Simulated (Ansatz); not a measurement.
Volumes and bulk moduli along the 3d metals

Method: DFT, BLYP, plane waves (420 eV) with PAW, scalar-relativistic (Ansatz). The PAW files were generated under PBE, with cores re-solved for the functional.

Each structure is relaxed within its symmetry, in the lowest magnetic state of the tried starts. B₀ comes from uniform scaling at fixed shape; a dash is a value not given. Some of these cells lie far above the measured volume under this functional.

Real chromium orders in an incommensurate spin-density wave, which this two-atom cell only mimics.

```csv
element,structure,V (Å³/atom),B₀ (GPa),magnetic state
Sc,hcp,25.08,52,spin not included
Ti,hcp,17.80,105,non-magnetic
V,bcc,13.86,169,spin not included
Cr,bcc,12.22,-,"antiferromagnetic, largest moment 1.16 μB in the atomic sphere"
Mn,alpha-Mn (A12),11.51,-,"ferrimagnetic, largest moment 3.00 μB in the atomic sphere"
Fe,bcc,11.88,160,"ferromagnetic, net 2.22 μB per atom"
Co,hcp,11.34,187,"ferromagnetic, net 1.61 μB per atom"
Ni,fcc,11.45,170,"ferromagnetic, net 0.62 μB per atom"
Cu,fcc,12.68,115,spin not included
Zn,hcp,18.95,-,spin not included
```
